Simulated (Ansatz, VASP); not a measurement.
**Al2Cu: VASP beside Ansatz**

```
Al Cu
1.0
     4.04664    0.00000    0.00000
     0.00000    4.04664    0.00000
     0.00000    0.00000    5.90643
Al Cu
4 2
Direct
  0.00000 0.50000 0.25002
  0.00000 0.50000 0.75002
  0.50000 0.00000 0.24998
  0.50000 0.00000 0.74998
  0.00000 0.00000 0.00000
  0.50000 0.50000 0.50000
```

Alike in both runs: functional PBE; k mesh 4 × 4 × 4; occupations gaussian, width 0.1 eV; no spin polarisation.

Ansatz relaxed the structure, and its values are those at the end. VASP's run is a single point on that final structure, the one shown.

|  | VASP | Ansatz |
| --- | --- | --- |
| version | VASP 6.6.1 | Ansatz 0.2.0 |
| potentials or method | VASP PAW PBE potentials, release 64 (Al, Cu) | scalar-relativistic, plane waves, PAW |
| plane-wave cutoff (eV) | 520 | 420 |
| valence electrons in the cell | 34 | 50 |

Ansatz gave:

| Item | Value |
| --- | --- |
| gap on the k mesh at the Fermi level (eV) | none |
| pressure (GPa) | 0.0 |

Question: What did VASP give for the same quantities?

Answer: gap on the k mesh at the Fermi level (eV): none; pressure (GPa): 0.2.

A gap of «none» marks a metal or a gap that the smearing closes. The functional is the same, so the differences come from potentials, cutoffs and numerics. The two sets of potentials don't hold the same shells in valence.

Caveats: the k mesh is coarse (spacing up to 0.39 Å⁻¹), so the values aren't converged.
